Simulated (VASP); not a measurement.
# CdSe (P6_3mc) in VASP: further runs

The runs below take CdSe through relaxation of cell and atoms, with PBE.

Program: VASP 6.6.1. These are calculated values, not measurements. Logs are shortened: lines on timing, memory, paths and dates and some standing lists are left out, and cuts for length are marked.

### Step 1. Starting point

It takes space group P6_3mc (No. 186, hexagonal). The conventional cell has a = 4.300 Å, b = 4.300 Å, c = 7.020 Å, α = 90.00°, β = 90.00°, γ = 120.00°. Cd (site symmetry 3m) is surrounded by 4 Se at 2.61 to 2.70 Å. Se (site symmetry 3m) has 4 Cd at 2.61 to 2.70 Å as nearest neighbours.

### Step 2. Relaxation of cell and atoms, PBE

File INCAR:

```
SYSTEM = CdSe
PREC = Accurate
ENCUT = 520
EDIFF = 1E-7
ISMEAR = 0
SIGMA = 0.02
LREAL = .FALSE.
LASPH = .TRUE.
NELM = 100
ALGO = Fast
ISIF = 3
LWAVE = .FALSE.
LCHARG = .FALSE.
GGA = PE
IBRION = 2
NSW = 80
EDIFFG = -0.002
```

File KPOINTS:

```
Automatic mesh
0
G
  3 3 2
  0 0 0
```

File POSCAR:

```
CdSe
1.0
    4.3000000000      0.0000000000      0.0000000000
   -2.1500000000      3.7239092400      0.0000000000
    0.0000000000      0.0000000000      7.0200000000
Cd Se
2 2
Direct
    0.3333333300      0.6666666700      0.0000000000
    0.6666666700      0.3333333300      0.5000000000
    0.3333333300      0.6666666700      0.3850000000
    0.6666666700      0.3333333300      0.8850000000
```

Potentials or basis: VASP PAW PBE potentials, release 64 (Cd, Se).

Run with:

```bash
$ cat potpaw_PBE.64/Cd/POTCAR potpaw_PBE.64/Se/POTCAR > POTCAR
$ mpirun -np 1 vasp_std > vasp.out
```

OUTCAR:

```text
SYSTEM = CdSe
   PREC = Accurate
   ENCUT = 520
   EDIFF = 1E-7
   ISMEAR = 0
   LREAL = .FALSE.
   LASPH = .TRUE.
   NELM = 100
   ISIF = 3
   GGA = PE
   IBRION = 2
   NSW = 80
   EDIFFG = -0.002

 ion  position               nearest neighbor table
   1  0.333  0.667  0.000-   4 2.61   4 2.61   4 2.61   3 2.70
   2  0.667  0.333  0.500-   3 2.61   3 2.61   3 2.61   4 2.70
   3  0.333  0.667  0.385-   2 2.61   2 2.61   2 2.61   1 2.70
   4  0.667  0.333  0.885-   1 2.61   1 2.61   1 2.61   2 2.70

  LATTYP: Found a hexagonal cell.
 ALAT       =     4.3000000000
 C/A-ratio  =     1.6325581395

  Lattice vectors:

 A1 = (   4.3000000000,   0.0000000000,   0.0000000000)
 A2 = (  -2.1500000000,   3.7239092400,   0.0000000000)
 A3 = (   0.0000000000,   0.0000000000,   7.0200000000)

Analysis of symmetry for initial positions (statically):
=====================================================================
 Subroutine PRICEL returns:
 Original cell was already a primitive cell.

 Routine SETGRP: Setting up the symmetry group for a
 hexagonal supercell.

 Subroutine GETGRP returns: Found 12 space group operations
 (whereof  6 operations were pure point group operations)
 out of a pool of 24 trial point group operations.

The static configuration has the point symmetry C_3v.
 The point group associated with its full space group is C_6v.

Analysis of symmetry for dynamics (positions and initial velocities):
=====================================================================
 Subroutine PRICEL returns:
 Original cell was already a primitive cell.

 Routine SETGRP: Setting up the symmetry group for a
 hexagonal supercell.

 Subroutine GETGRP returns: Found 12 space group operations
 (whereof  6 operations were pure point group operations)
 out of a pool of 24 trial point group operations.

The dynamic configuration has the point symmetry C_3v.
 The point group associated with its full space group is C_6v.

 Subroutine INISYM returns: Found 12 space group operations
 (whereof  6 operations are pure point group operations),
 and found     1 'primitive' translations

----------------------------------------------------------------------------------------

                                     Primitive cell

  volume of cell :     112.4099

  direct lattice vectors                    reciprocal lattice vectors
     4.300000000  0.000000000  0.000000000     0.232558140  0.134267504  0.000000000
    -2.150000000  3.723909240  0.000000000     0.000000000  0.268535009  0.000000000
     0.000000000  0.000000000  7.020000000     0.000000000  0.000000000  0.142450142

  length of vectors
     4.300000000  4.300000003  7.020000000     0.268535009  0.268535009  0.142450142

  position of ions in fractional coordinates (direct lattice)
     0.333333330  0.666666670  0.000000000
     0.666666670  0.333333330  0.500000000
     0.333333330  0.666666670  0.385000000
     0.666666670  0.333333330  0.885000000

  ion indices of the primitive-cell ions
   primitive index   ion index
                 1           1
                 2           2
                 3           3
                 4           4

----------------------------------------------------------------------------------------

 KPOINTS: Automatic mesh

Automatic generation of k-mesh.
 Grid dimensions read from file:
 generate k-points for:    3    3    2

 Generating k-lattice:

  Cartesian coordinates                     Fractional coordinates (reciprocal lattice)
     0.077519380  0.044755835  0.000000000     0.333333333  0.000000000  0.000000000
     0.000000000  0.089511670  0.000000000     0.000000000  0.333333333  0.000000000
     0.000000000  0.000000000  0.071225071     0.000000000  0.000000000  0.500000000

  Length of vectors
     0.089511670  0.089511670  0.071225071

  Shift w.r.t. Gamma in fractional coordinates (k-lattice)
     0.000000000  0.000000000  0.000000000

 Subroutine IBZKPT returns following result:
 ===========================================

 Found      6 irreducible k-points:

 Following reciprocal coordinates:
            Coordinates               Weight
  0.000000  0.000000  0.000000      1.000000
  0.333333  0.000000  0.000000      6.000000
  0.333333  0.333333  0.000000      2.000000
  0.000000  0.000000  0.500000      1.000000
  0.333333  0.000000  0.500000      6.000000
  0.333333  0.333333  0.500000      2.000000
   k-points           NKPTS =      6   k-points in BZ     NKDIM =      6   number of bands    NBANDS=     22
   number of dos      NEDOS =    301   number of ions     NIONS =      4
   total plane-waves  NPLWV =  55296
   dimension x,y,z NGX =    32 NGY =   32 NGZ =   54
   dimension x,y,z NGXF=    64 NGYF=   64 NGZF=  108
   ions per type =               2   2
   NGX,Y,Z   is equivalent  to a cutoff of  12.37, 12.37, 12.79 a.u.
   NGXF,Y,Z  is equivalent  to a cutoff of  24.74, 24.74, 25.58 a.u.
 SYSTEM =  CdSe
   PREC   = accura    normal or accurate (medium, high low for compatibility)
   ISTART =      0    job   : 0-new  1-cont  2-samecut
   ICHARG =      2    charge: 1-file 2-atom 10-const
   ISPIN  =      1    spin polarized calculation?
   LNONCOLLINEAR =      F non collinear calculations
   LSORBIT =      F    spin-orbit coupling
   LASPH  =      T    aspherical Exc in radial PAW
   ENCUT  =  520.0 eV  38.22 Ry    6.18 a.u.   8.00  8.00 13.05*2*pi/ulx,y,z
   NELM   =    100;   NELMIN=  2; NELMDL= -5     # of ELM steps
   EDIFF  = 0.1E-06   stopping-criterion for ELM
   LREAL  =      F    real-space projection
   EDIFFG = -.2E-02   stopping-criterion for IOM
   NSW    =     80    number of steps for IOM
   IBRION =      2    ionic relax: 0-MD 1-quasi-New 2-CG
   NFREE  =      1    steps in history (QN), initial steepest desc. (CG)
   ISIF   =      3    stress and relaxation
   ISYM   =      2    0-nonsym 1-usesym 2-fastsym
   POTIM  = 0.5000    time-step for ionic-motion
   TEBEG  =    0.0;   TEEND  =   0.0 temperature during run
   PSTRESS=    0.0 pullay stress
   NELECT =      36.0000    total number of electrons
   NUPDOWN=      -1.0000    fix difference up-down
   EMIN   =  10.00;   EMAX   =-10.00  energy-range for DOS
   EFERMI =   0.00;   METHOD = LEGACY
   ISMEAR =     0;   SIGMA  =   0.02  broadening in eV -4-tet -1-fermi 0-gaus
   EFERMI_NEDOS =   21; number of points for ismear=-14 and -15
   IALGO  =     68    algorithm
   IMIX   =      4    mixing-type and parameters
     AMIX     =   0.40;   BMIX     =  1.00
     AMIX_MAG =   1.60;   BMIX_MAG =  1.00
  volume/ion in A,a.u.               =      28.10       189.64
  Fermi-wavevector in a.u.,A,eV,Ry     =   1.120059  2.116604 17.068937  1.254531
  Thomas-Fermi vector in A             =   2.256702
   LORBIT       =      0    0 simple, 1 ext, 2 COOP (PROOUT), +10 PAW based schemes
   GGA     = PE    functional components
   LHFCALC =     F    Hartree Fock is set to
   AEXX    =    0.0000 exact exchange contribution
   IVDW    =     0    specifies the selected vdW correction
   LEPSILON=     F    determine dielectric tensor
   LRPA    =     F    only Hartree local field effects (RPA)
 conjugate gradient relaxation of ions
 non-spin polarized calculation
 RMM-DIIS sequential band-by-band and
 Gauss-broadening in eV      SIGMA  =   0.02
  energy-cutoff  :      520.00
  volume of cell :      112.41
 maximum number of plane-waves:      3042
 NGX is ok and might be reduce to    32
   NGX = 15   NGY = 15   NGZ = 27

--------------------------------------- Ionic step        1  -------------------------------------------

 number of electron      35.9999998 magnetization

 Free energy of the ion-electron system (eV)
  ---------------------------------------------------
  ext. energy  EPLUGINS =         0.00000000
  ---------------------------------------------------
  free energy    TOTEN  =       -10.68315395 eV

  energy without entropy =      -10.68315395  energy(sigma->0) =      -10.68315395

------------------------ aborting loop because EDIFF is reached ----------------------------------------

  FORCE on cell =-STRESS in cart. coord.  units (eV):
  Direction    XX          YY          ZZ          XY          YZ          ZX
  --------------------------------------------------------------------------------------
  -------------------------------------------------------------------------------------
  Total        3.3625305      3.3625305      1.1600604      0.0000000      0.0000000     -0.0000000
  in kB       47.9261073     47.9261074     16.5343279      0.0000000      0.0000000     -0.0000000
  external PRESSURE =      37.4621808 kB  Pullay stress =       0.0000000 kB
[... 95 lines left out ...]
  FREE ENERGIE OF THE ION-ELECTRON SYSTEM (eV)
  ---------------------------------------------------
  free  energy   TOTEN  =       -10.7970596052 eV

  energy  without entropy=      -10.7970596052  energy(sigma->0) =      -10.79705961

[... ionic steps 4 to 9 ...]

--------------------------------------- Ionic step       10  -------------------------------------------

 number of electron      36.0000001 magnetization

------------------------ aborting loop because EDIFF is reached ----------------------------------------

  FORCE on cell =-STRESS in cart. coord.  units (eV):
  Direction    XX          YY          ZZ          XY          YZ          ZX
  --------------------------------------------------------------------------------------
  -------------------------------------------------------------------------------------
  Total        0.0026798      0.0026798     -0.0232274      0.0000000      0.0000000     -0.0000000
  in kB        0.0356176      0.0356176     -0.3087149      0.0000000      0.0000000     -0.0000000
  external PRESSURE =      -0.0791599 kB  Pullay stress =       0.0000000 kB
[... 61 lines left out ...]
  energy  without entropy=      -10.7999504697  energy(sigma->0) =      -10.79995047

--------------------------------------- Ionic step       12  -------------------------------------------

 number of electron      36.0000000 magnetization

 Free energy of the ion-electron system (eV)
  ---------------------------------------------------
  ext. energy  EPLUGINS =         0.00000000
  ---------------------------------------------------
  free energy    TOTEN  =       -10.79995892 eV

  energy without entropy =      -10.79995892  energy(sigma->0) =      -10.79995892

 E-fermi :   0.6008     XC(G=0):  -8.5489

 val. band max:        0.4581821480   @ k =   0.0000   0.0000   0.0000
 cond. band min:       0.9591539787   @ k =   0.0000   0.0000   0.0000
 fundamental gap:      0.5009718307
 Fermi energy:         0.6008158829

 k-point     1 :       0.0000    0.0000    0.0000
  band No.  band energies     occupation
      1     -11.7588      2.00000
      2     -11.4283      2.00000
      3      -7.3097      2.00000
      4      -7.2931      2.00000
      5      -7.2931      2.00000
      6      -7.2354      2.00000
[... 170 lines left out ...]
  FREE ENERGIE OF THE ION-ELECTRON SYSTEM (eV)
  ---------------------------------------------------
  free  energy   TOTEN  =       -10.7999589184 eV

  energy  without entropy=      -10.7999589184  energy(sigma->0) =      -10.79995892

 reached required accuracy - stopping structural energy minimisation
```

Run time: 1.8 min. Hardware: 1 thread of Intel Xeon 6975P-C (Granite Rapids), shared host; peak memory 0.21 GiB.

What came out:

* Free energy: -10.8000 eV
* Relaxed volume: 30.13 Å³/atom
* Relaxed cell: a = 4.423 Å, b = 4.423 Å, c = 7.115 Å, α = 90.00°, β = 90.00°, γ = 120.00°
* Space group after relaxing (to 0.05 Å): P6_3mc (No. 186)
* Energy gained by relaxing: 29.2 meV/atom
* Ionic steps: 12
* Pressure after relaxing: 0.0 GPa
* Band gap on the k mesh: 0.50 eV, direct

Step by step:
| step | energy change (eV) | largest force (eV/Å) | pressure (GPa) | volume (Å³) |
| --- | --- | --- | --- | --- |
| 1 | 0.0000 | 0.3465 | 3.75 | 112.41 |
| 2 | -0.1057 | 0.0436 | -1.01 | 123.42 |
| 3 | -0.1139 | 0.0963 | -0.13 | 120.84 |
| 4 | -0.1139 | 0.0924 | -0.20 | 121.02 |
| 5 | -0.1155 | 0.0408 | -0.06 | 120.65 |
| 6 | -0.1157 | 0.0211 | 0.00 | 120.51 |
| 7 | -0.1161 | 0.0188 | 0.02 | 120.43 |
| 8 | -0.1166 | 0.0125 | 0.12 | 120.21 |
| 9 | -0.1167 | 0.0024 | -0.08 | 120.73 |
| 10 | -0.1168 | 0.0064 | -0.01 | 120.55 |
| 11 | -0.1168 | 0.0060 | -0.01 | 120.55 |
| 12 | -0.1168 | 0.0012 | 0.00 | 120.54 |

Final structure:
```cif
data_structure
_symmetry_space_group_name_H-M 'P 1'
_symmetry_Int_Tables_number 1
_cell_length_a 4.4228
_cell_length_b 4.4228
_cell_length_c 7.1154
_cell_angle_alpha 90.000
_cell_angle_beta 90.000
_cell_angle_gamma 120.000
_cell_volume 120.54
loop_
_atom_site_label
_atom_site_type_symbol
_atom_site_fract_x
_atom_site_fract_y
_atom_site_fract_z
_atom_site_occupancy
Cd1 Cd 0.33333 0.66667 0.00415 1
Cd2 Cd 0.66667 0.33333 0.50415 1
Se1 Se 0.33333 0.66667 0.38085 1
Se2 Se 0.66667 0.33333 0.88085 1
```

Levels at points of the mesh, in eV from the valence-band top:
```csv
k point,band 14,band 15,band 16,band 17,band 18,band 19,band 20,band 21,band 22
"(0.00, 0.00, 0.00)",-0.70,-0.70,-0.01,0.00,0.00,0.50,2.03,5.77,5.77
"(0.00, 0.00, 0.50)",-2.48,-0.37,-0.37,-0.37,-0.37,2.20,2.20,5.77,5.77
```

Caveat: the k mesh is coarse (spacing up to 0.56 Å⁻¹), so the values aren't converged. PBE usually gives volumes a little too large and moduli too small.

(Continued in part 2 of 2.)
